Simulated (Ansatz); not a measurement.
InGaAs2 under changes of volume

One of the cells (26.607 Å³/atom); the others are scaled copies at fixed shape and fractional positions:

```
CELL_PARAMETERS angstrom
4.22500 0.00000 0.00000
0.00000 4.22500 0.00000
0.00000 0.00000 5.96215
ATOMIC_POSITIONS crystal
In 0.00000 0.00000 0.50000
As 0.00000 0.50000 0.23153
As 0.50000 0.00000 0.76848
Ga 0.50000 0.50000 0.00000
```

The cell comes from a database or a generator and needn't be the stable form of this composition.

```yaml
Program: Ansatz 0.2.0
Functional: PBEsol
Potentials_or_basis: Ansatz PAW
Cutoff: "420 eV (not typed: the program's choice for these potentials)"
k_mesh: 6 × 6 × 5
Occupations: fermi-dirac, width 0.05 eV
Spin: no spin polarisation
```

| volume (Å³/atom) | energy over the lowest point (meV/atom) | pressure (GPa) | largest force (eV/Å) |
| --- | --- | --- | --- |
| 25.011 | 0.80 | 0.9 | 0.107 |
| 25.543 | 0.00 | -0.4 | 0.083 |
| 26.075 | 3.33 | -1.6 | 0.060 |
| 26.607 | ? | ? | ? |
| 27.139 | 20.58 | -3.5 | 0.021 |
| 27.671 | 33.71 | -4.4 | 0.004 |
| 28.203 | 49.39 | -5.1 | 0.011 |

Problem. What does the run at 26.607 Å³/atom give?

Solution. Energy over the lowest point 10.33 meV/atom; pressure -2.6 GPa; largest force 0.040 eV/Å.

Worked out: A Birch-Murnaghan fit of order 3 (a polynomial in V^(-2/3)) to the other rows has its minimum at 25.37 Å³/atom with B0 = V·E''(V) = 62 GPa and B' = 4.8 at fixed shape and positions, which overstates the stiffness. It gives 10.33 meV/atom at 26.607 Å³/atom, against the run's 10.33, and -dE/dV = -2.6 GPa, against -2.6.

Energies are extrapolated to zero smearing.

Caveats: the PAW data sets come from PBE, with cores solved anew for the run's functional, which leaves a small shift of forces and pressure.
